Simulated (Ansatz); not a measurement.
The system is Te2Mo, a slab with vacuum.

```
Te Mo
1.0
     3.56138    0.00000    0.00000
    -1.78069    3.08425    0.00000
     0.00000    0.00000   38.99027
Te Mo
8 4
Direct
  0.33333 0.66667 0.32822
  0.33333 0.66667 0.95182
  0.66667 0.33333 0.14008
  0.66667 0.33333 0.76363
  0.66667 0.33333 0.04818
  0.66667 0.33333 0.67178
  0.33333 0.66667 0.23637
  0.33333 0.66667 0.85992
  0.66667 0.33333 0.28234
  0.66667 0.33333 0.90586
  0.33333 0.66667 0.09414
  0.33333 0.66667 0.71766
```

Base run:

| Item | Value |
| --- | --- |
| Program | Ansatz 0.2.0 |
| Functional | PBEsol |
| Potentials or basis | Ansatz PAW |
| Cutoff | 420 eV |
| Density cutoff | 1680 eV |
| k mesh | 7 × 7 × 1 |
| Occupations | fermi-dirac, width 0.05 eV |
| Spin | no spin polarisation |

Its results: band gap on the k mesh 1.09 eV, indirect (least direct gap 1.28 eV); largest force 0.177 eV/Å.

Problem. The run is repeated on the same cell with these changes: hubbard terms from none to Mo d U = 6 eV; hubbard projectors from none to ortho-atomic (the default). What comes out?

Solution. Band gap on the k mesh 0.94 eV, direct; largest force 0.316 eV/Å.

Caveats: odd divisions of the mesh miss points on the zone boundary, where band edges often lie, so the gap on the mesh can be too wide; spin-orbit coupling is left out, which moves the levels of the heavy elements; the PAW data sets come from PBE, with cores solved anew for the run's functional, which leaves a small shift of forces and pressure; the U is typed as a test and isn't derived for this compound (some runs).

A k mesh can miss the band edges.

Not every run made on this cell is shown here.
